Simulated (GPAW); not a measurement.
Write an ASE script for GPAW 26.7.0 that does the following.

* Task: relaxation of cell and atoms
* Functional: PBEsol
* Potentials or basis: PAW data sets generated in the run's folder for this functional
* Cutoff: 600 eV
* Basis: pw
* k mesh: 6 × 6 × 6
* Occupations: fermi-dirac, width 0.05 eV
* Spin: collinear spin, ferromagnetic start
* Starting moments: [1.0, 1.0, 1.0, 0.0] μB
* Target pressure: 20 GPa
* Maxiter: 150
* Optimizer: BFGS
* Fmax: 0.02 eV/Å
* Max steps: 60
* Target pressure: 20 GPa
* Convergence: density=1e-05 forces=0.0001

Crystal: AlNi3.

```
CELL_PARAMETERS angstrom
0.00000 2.80189 2.80189
2.80189 0.00000 2.80189
2.80189 2.80189 0.00000
ATOMIC_POSITIONS crystal
Ni 0.75000 0.75000 0.75000
Ni 0.00000 0.00000 0.00000
Ni 0.25000 0.25000 0.25000
Al 0.50000 0.50000 0.50000
```

The cell comes from a database or a generator and needn't be the stable form of this composition.

The input as run:

run.py

```python
from ase import Atoms
from ase.filters import FrechetCellFilter
from ase.io import write
from ase.optimize import BFGS
from ase.units import GPa
from gpaw import GPAW, PW, setup_paths

setup_paths.insert(0, '.')

atoms = Atoms(['Ni', 'Ni', 'Ni', 'Al'],
              cell=[[0.0, 2.8018887551, 2.8018887551],
                    [2.8018887551, 0.0, 2.8018887551],
                    [2.8018887551, 2.8018887551, 0.0]],
              scaled_positions=[[0.75, 0.75, 0.75],
                                [0.0, 0.0, 0.0],
                                [0.25, 0.25, 0.25],
                                [0.5, 0.5, 0.5]],
              pbc=True)
atoms.set_initial_magnetic_moments([1.0, 1.0, 1.0, 0.0])

calc = GPAW(mode=PW(600),
            xc='PBEsol',
            kpts={'size': (6, 6, 6), 'gamma': True},
            occupations={'name': 'fermi-dirac', 'width': 0.05},
            nbands=45,
            convergence={'density': 1e-05, 'forces': 0.0001},
            maxiter=150,
            txt='gpaw.txt')
atoms.calc = calc
opt = BFGS(FrechetCellFilter(atoms, scalar_pressure=20 * GPa), trajectory='relax.traj', logfile='-')
done = opt.run(fmax=0.02, steps=60)
calc.write('gs.gpw')
write('result.traj', atoms)
print('Converged:', done)
print('Cell:', atoms.cell.cellpar().round(4))
print('Volume:', round(atoms.get_volume(), 4))
print(atoms.get_scaled_positions().round(5))
```

Potentials or basis: PAW data sets generated in the run's folder for this functional, pw.

Command:

```console
$ gpaw-setup -f PBEsol Al Ni
$ OMP_NUM_THREADS=1 python run.py
```

It gave:

```json
{
  "Relaxed volume": "10.21 Å³/atom",
  "Relaxed cell": "a = 3.865 Å, b = 3.865 Å, c = 3.865 Å, α = 60.00°, β = 60.00°, γ = 60.00°",
  "Space group after relaxing (to 0.05 Å)": "Fm-3m (No. 225)",
  "Energy change on relaxing (the enthalpy is what falls)": "+49.4 meV/atom",
  "Ionic steps": "4",
  "Pressure after relaxing": "19.9 GPa",
  "Band gap on the k mesh": "none (metal or under the smearing width)",
  "Net moment": "0.00 μB per cell"
}
```

Caveat: each step starts from the last one's moments, so a moment once lost doesn't come back; the stock nickel data set gives pressures a few GPa off other programs; later steps reuse the first step's grids.

Run time: 4.6 min on 1 thread of Arm Neoverse V1 (shared host), peak memory 0.28 GiB.
